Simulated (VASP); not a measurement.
# HfN (Fm-3m) in VASP: further runs

Runs on HfN. Level: PBE. Tasks: relaxation of cell and atoms.

All numbers are computed with VASP 6.6.1; they aren't measurements. Logs are shortened: lines on timing, memory, paths and dates and some standing lists are left out, and cuts for length are marked.

### 1 The crystal as given

Symmetry: Fm-3m, No. 225, cubic system. Conventional cell: a = 4.512 Å, b = 4.512 Å, c = 4.512 Å, α = 90.00°, β = 90.00°, γ = 90.00°. Hf (site symmetry m-3m) is surrounded by 6 N at 2.26 Å. N (site symmetry m-3m) has 6 Hf at 2.26 Å as nearest neighbours.

### 2 Relaxation of cell and atoms, PBE

The input, INCAR:

```
PREC = Accurate ; ENCUT = 520
EDIFF = 1E-6 ; ISMEAR = 0
SIGMA = 0.1 ; LREAL = F
LASPH = T ; NELM = 120
ALGO = Normal ; ISIF = 3
LWAVE = F ; LCHARG = F
GGA = PE ; IBRION = 2
NSW = 90 ; EDIFFG = -0.01
```

The input, KPOINTS:

```
Automatic mesh
0
Gamma
  10 10 10
```

The input, POSCAR:

```
HfN
1.0
    0.0000000000      2.2560000000      2.2560000000
    2.2560000000      0.0000000000      2.2560000000
    2.2560000000      2.2560000000      0.0000000000
Hf N
1 1
Direct
    0.0000000000      0.0000000000      0.0000000000
    0.5000000000      0.5000000000      0.5000000000
```

Potentials or basis: VASP PAW PBE potentials, release 64 (Hf_pv, N).

Launch:

```sh
$ cat potpaw_PBE.64/Hf_pv/POTCAR potpaw_PBE.64/N/POTCAR > POTCAR
$ mpirun -np 1 vasp_std > vasp.out
```

OUTCAR:

```text
PREC = Accurate
   ENCUT = 520
   EDIFF = 1E-6
   ISMEAR = 0
   LREAL = F
   LASPH = T
   NELM = 120
   ISIF = 3
   GGA = PE
   IBRION = 2
   NSW = 90
   EDIFFG = -0.01

 ion  position               nearest neighbor table
   1  0.000  0.000  0.000-   2 2.26   2 2.26   2 2.26   2 2.26   2 2.26   2 2.26
   2  0.500  0.500  0.500-   1 2.26   1 2.26   1 2.26   1 2.26   1 2.26   1 2.26

  LATTYP: Found a face centered cubic cell.
 ALAT       =     4.5120000000

  Lattice vectors:

 A1 = (   0.0000000000,   2.2560000000,   2.2560000000)
 A2 = (   2.2560000000,   0.0000000000,   2.2560000000)
 A3 = (   2.2560000000,   2.2560000000,   0.0000000000)

Analysis of symmetry for initial positions (statically):
=====================================================================
 Subroutine PRICEL returns:
 Original cell was already a primitive cell.

 Routine SETGRP: Setting up the symmetry group for a
 face centered cubic supercell.

 Subroutine GETGRP returns: Found 48 space group operations
 (whereof 48 operations were pure point group operations)
 out of a pool of 48 trial point group operations.

The static configuration has the point symmetry O_h .

Analysis of symmetry for dynamics (positions and initial velocities):
=====================================================================
 Subroutine PRICEL returns:
 Original cell was already a primitive cell.

 Routine SETGRP: Setting up the symmetry group for a
 face centered cubic supercell.

 Subroutine GETGRP returns: Found 48 space group operations
 (whereof 48 operations were pure point group operations)
 out of a pool of 48 trial point group operations.

The dynamic configuration has the point symmetry O_h .

 Subroutine INISYM returns: Found 48 space group operations
 (whereof 48 operations are pure point group operations),
 and found     1 'primitive' translations

----------------------------------------------------------------------------------------

                                     Primitive cell

  volume of cell :      22.9640

  direct lattice vectors                    reciprocal lattice vectors
     0.000000000  2.256000000  2.256000000    -0.221631206  0.221631206  0.221631206
     2.256000000  0.000000000  2.256000000     0.221631206 -0.221631206  0.221631206
     2.256000000  2.256000000  0.000000000     0.221631206  0.221631206 -0.221631206

  length of vectors
     3.190465797  3.190465797  3.190465797     0.383876509  0.383876509  0.383876509

  position of ions in fractional coordinates (direct lattice)
     0.000000000  0.000000000  0.000000000
[... 96 lines left out ...]
   IMIX   =      4    mixing-type and parameters
     AMIX     =   0.40;   BMIX     =  1.00
     AMIX_MAG =   1.60;   BMIX_MAG =  1.00
  volume/ion in A,a.u.               =      11.48        77.48
  Fermi-wavevector in a.u.,A,eV,Ry     =   1.420440  2.684242 27.451783  2.017649
  Thomas-Fermi vector in A             =   2.541355
   LORBIT       =      0    0 simple, 1 ext, 2 COOP (PROOUT), +10 PAW based schemes
   GGA     = PE    functional components
   LHFCALC =     F    Hartree Fock is set to
   AEXX    =    0.0000 exact exchange contribution
   IVDW    =     0    specifies the selected vdW correction
   LEPSILON=     F    determine dielectric tensor
   LRPA    =     F    only Hartree local field effects (RPA)
 conjugate gradient relaxation of ions
 non-spin polarized calculation
 Gauss-broadening in eV      SIGMA  =   0.10
  energy-cutoff  :      520.00
  volume of cell :       22.96
 maximum number of plane-waves:       636
   NGX = 11   NGY = 11   NGZ = 11

--------------------------------------- Ionic step        1  -------------------------------------------

 number of electron      15.0000001 magnetization

 Free energy of the ion-electron system (eV)
  ---------------------------------------------------
  ext. energy  EPLUGINS =         0.00000000
  ---------------------------------------------------
  free energy    TOTEN  =       -21.74737725 eV

  energy without entropy =      -21.74299791  energy(sigma->0) =      -21.74518758

------------------------ aborting loop because EDIFF is reached ----------------------------------------

  FORCE on cell =-STRESS in cart. coord.  units (eV):
  Direction    XX          YY          ZZ          XY          YZ          ZX
  --------------------------------------------------------------------------------------
  -------------------------------------------------------------------------------------
  Total        0.6018279      0.6018279      0.6018279      0.0000000      0.0000000      0.0000000
  in kB       41.9890094     41.9890094     41.9890094      0.0000000      0.0000000      0.0000000
  external PRESSURE =      41.9890094 kB  Pullay stress =       0.0000000 kB
[... 59 lines left out ...]
--------------------------------------- Ionic step        3  -------------------------------------------

 number of electron      15.0000000 magnetization

 Free energy of the ion-electron system (eV)
  ---------------------------------------------------
  ext. energy  EPLUGINS =         0.00000000
  ---------------------------------------------------
  free energy    TOTEN  =       -21.75185436 eV

  energy without entropy =      -21.74744781  energy(sigma->0) =      -21.74965108

 E-fermi :   8.3235     XC(G=0): -12.6737

 val. band max:        8.2786140321   @ k =  -0.4000   0.3000   0.0000
 cond. band min:       8.3358495076   @ k =  -0.1000   0.1000   0.0000
 fundamental gap:      0.0572354755
 Fermi energy:         8.3235460499

 k-point     1 :       0.0000    0.0000    0.0000
  band No.  band energies     occupation
      1     -22.9055      2.00000
      2     -22.9055      2.00000
      3     -22.9055      2.00000
      4      -9.1615      2.00000
      5       5.2666      2.00000
      6       5.2666      2.00000
      7       5.2666      2.00000
      8       7.9473      2.00000
      9       7.9473      2.00000
     10       7.9473      2.00000
     11       9.9754      0.00000
[... 309 lines left out ...]
 k-point    24 :       0.4000    0.3000    0.0000
  band No.  band energies     occupation
      1     -23.5507      2.00000
      2     -23.1584      2.00000
      3     -23.1307      2.00000
      4      -7.7868      2.00000
      5       1.7097      2.00000
      6       3.6970      2.00000
      7       4.1696      2.00000
      8       5.8411      2.00000
      9      12.3122      0.00000
     10      12.7732      0.00000
     11      12.9683      0.00000

 [... further k-points ...]
[... 5 lines left out ...]
  --------------------------------------------------------------------------------------
  -------------------------------------------------------------------------------------
  Total       -0.0057579     -0.0057579     -0.0057579      0.0000000      0.0000000      0.0000000
  in kB       -0.3956945     -0.3956945     -0.3956945      0.0000000      0.0000000      0.0000000
  external PRESSURE =      -0.3956945 kB  Pullay stress =       0.0000000 kB
[... 17 lines left out ...]
  FREE ENERGIE OF THE ION-ELECTRON SYSTEM (eV)
  ---------------------------------------------------
  free  energy   TOTEN  =       -21.7518543599 eV

  energy  without entropy=      -21.7474478053  energy(sigma->0) =      -21.74965108

 reached required accuracy - stopping structural energy minimisation
```

OSZICAR:

```text
N       E                     dE             d eps       ncg     rms          rms(c)
DAV:   1     0.375328518532E+02    0.37533E+02   -0.80884E+03  1042   0.128E+03
[... 22 lines left out ...]
       N       E                     dE             d eps       ncg     rms          rms(c)
DAV:   1    -0.217932040631E+02   -0.56731E-01   -0.11368E+00  1034   0.109E+01    0.335E+00
DAV:   2    -0.217614278829E+02    0.31776E-01   -0.54166E-02  1070   0.217E+00    0.150E+00
DAV:   3    -0.217522838003E+02    0.91441E-02   -0.18935E-02  1133   0.133E+00    0.101E+00
DAV:   4    -0.217518715488E+02    0.41225E-03   -0.13959E-03  1283   0.370E-01    0.618E-01
DAV:   5    -0.217518536523E+02    0.17897E-04   -0.12086E-04  1219   0.896E-02    0.503E-02
DAV:   6    -0.217518543599E+02   -0.70761E-06   -0.79849E-06  1248   0.278E-02
   3 F= -.21751854E+02 E0= -.21749651E+02  d E =-.447711E-02
```

It took 8.5 s on 1 thread of Intel Xeon 6975P-C (Granite Rapids), shared host; peak memory 0.15 GiB.

What came out:

* Free energy: -21.7519 eV
* Relaxed volume: 11.66 Å³/atom
* Relaxed cell: a = 3.207 Å, b = 3.207 Å, c = 3.207 Å, α = 60.00°, β = 60.00°, γ = 60.00°
* Space group after relaxing (to 0.05 Å): Fm-3m (No. 225)
* Energy gained by relaxing: 2.2 meV/atom
* Ionic steps: 3
* Pressure after relaxing: 0.0 GPa
* Band gap on the k mesh: none (metal or under the smearing width)

Step by step:
| step | energy change (eV) | largest force (eV/Å) | pressure (GPa) | volume (Å³) |
| --- | --- | --- | --- | --- |
| 1 | 0.0000 | 0.0000 | 4.20 | 22.96 |
| 2 | 0.0109 | 0.0000 | -7.20 | 23.98 |
| 3 | -0.0045 | 0.0000 | -0.04 | 23.31 |

Final structure:
```
Hf N
1.0
     0.00000    2.26740    2.26740
     2.26740    0.00000    2.26740
     2.26740    2.26740    0.00000
Hf N
1 1
Direct
  0.00000 0.00000 0.00000
  0.50000 0.50000 0.50000
```

Levels at points of the mesh, in eV from the Fermi level:
```
           k point  band 5  band 6  band 7  band 8  band 9  band 10  band 11
(0.00, 0.00, 0.00)   -3.06   -3.06   -3.06   -0.38   -0.38    -0.38     1.65
(0.50, 0.00, 0.00)   -8.86   -6.17   -6.17    3.19    3.61     3.61     4.33
(0.50, 0.50, 0.00)   -5.45   -3.79   -3.73   -3.73    4.00     5.40     5.42
```

### 3 Relaxation of cell and atoms, PBE

This run uses another cell than the first one, of 11.66 Å³/atom, 1.015 times its volume.

The input, INCAR:

```
PREC = Accurate ; ENCUT = 520
EDIFF = 1E-7 ; ISMEAR = 0
SIGMA = 0.1 ; LREAL = F
LASPH = T ; NELM = 120
ALGO = Normal ; ISIF = 3
LWAVE = F ; LCHARG = F
GGA = PE ; IBRION = 2
NSW = 60 ; EDIFFG = -0.005
POTIM = 0.3
```

KPOINTS is that of step 2.

The input, POSCAR:

```
HfN                                     
1.0
    0.0000000000      2.2674005540      2.2674005540
    2.2674005540      0.0000000000      2.2674005540
    2.2674005540      2.2674005540      0.0000000000
  Hf              N             
     1     1
Direct
     0.0000000000000000    0.0000000000000000    0.0000000000000000
     0.5000000000000000    0.5000000000000000    0.5000000000000000
```

Potentials or basis: VASP PAW PBE potentials, release 64 (Hf_pv, N).

Launch:

```sh
$ cat potpaw_PBE.64/Hf_pv/POTCAR potpaw_PBE.64/N/POTCAR > POTCAR
$ mpirun -np 1 vasp_std > vasp.out
```

Wall time 4.6 s (1 thread of Intel Xeon 6975P-C (Granite Rapids), shared host); peak memory 0.14 GiB.

It converged, with:

```
Free energy             : -21.7521 eV
Pressure after relaxing : 0.0 GPa
Band gap on the k mesh  : none (metal or under the smearing width)
```

Final structure:
```
Hf N
1.0
     0.00000    2.26740    2.26740
     2.26740    0.00000    2.26740
     2.26740    2.26740    0.00000
Hf N
1 1
Direct
  0.00000 0.00000 0.00000
  0.50000 0.50000 0.50000
```

Levels at points of the mesh, in eV from the Fermi level:
```tsv
k point	band 4	band 5	band 6	band 7	band 8	band 9	band 10	band 11
(0.00, 0.00, 0.00)	-17.49	-3.06	-3.06	-3.06	-0.38	-0.38	-0.38	1.65
(0.50, 0.00, 0.00)	-14.83	-8.86	-6.17	-6.17	3.19	3.61	3.61	4.33
(0.50, 0.50, 0.00)	-16.40	-5.45	-3.79	-3.73	-3.73	4.00	5.40	5.42
```

Caveat: the relaxation stopped at its first step, so nothing moved. The run has no spin-orbit coupling, so splittings on Hf are missing.
